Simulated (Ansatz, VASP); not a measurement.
## One calculation of I, two programs

INCAR

```
SYSTEM = I
  ALGO = Normal
  EDIFF = 1E-7
  ENCUT = 520
  GGA = PE
  ISIF = 2
  ISMEAR = -1
  LASPH = .TRUE.
  LCHARG = .FALSE.
  LREAL = .FALSE.
  LWAVE = .FALSE.
  NBANDS = 10
  NELM = 80
  PREC = Accurate
  SIGMA = 0.05
```

Contents of KPOINTS:

```
k-points
0
G
  9 9 9
  0 0 0
```

Contents of POSCAR:

```
I
1.0
    0.0000000000      2.4119965442      3.9865231326
    2.2352415877      0.0000000000      3.9865231326
    2.2352415877      2.4119965442      0.0000000000
I
1
Direct
    0.0000000000      0.0000000000      0.0000000000
```

File input.yaml:

```yaml
crystal:
  lattice:
    - [0.0, 2.4119965442, 3.9865231326]
    - [2.2352415877, 0.0, 3.9865231326]
    - [2.2352415877, 2.4119965442, 0.0]
  atoms:
    - { symbol: I, position: [0.0, 0.0, 0.0] }
hamiltonian:
  xc: pbe
  pseudopotentials: { kind: paw }
kpoints:
  mp_grid: { grid: [9, 9, 9] }
scf:
  occupations: { method: fermi_dirac, width: 0.05 }
output:
  forces: true
  stress: true
  eigenvalues: true
  write_density: true
  write_potential: true
  elf: true
  volumetric_format: npy
```

Change from the starting cell: volume scaled by 1.06.

Alike in both runs: task single point; functional PBE; k mesh 9 × 9 × 9; occupations fermi-dirac, width 0.05 eV; no spin polarisation.

|  | VASP | Ansatz |
| --- | --- | --- |
| version | VASP 6.6.1 | Ansatz 0.2.0 |
| potentials or method | VASP PAW PBE potentials, release 64 (I) | Ansatz PAW |
| plane-wave cutoff (eV) | 520 | 420 |
| valence electrons in the cell | 7 | 17 |

```csv
,VASP,Ansatz,Ansatz less VASP
gap on the k mesh at the Fermi level (eV),none,none,-
pressure (GPa),-0.9,-0.8,+0.03
largest component of the traceless stress (GPa),1.44,1.41,-0.030
```

A gap of «none» marks a metal or a gap that the smearing closes. With one functional, cell and mesh, what is left measures potentials, basis and numerics. The two sets of potentials don't hold the same shells in valence.

Caveats: an odd number of electrons without spin polarisation forces a metal; a magnetic or distorted state may lie lower. The runs have no spin-orbit coupling, so splittings on I are missing.
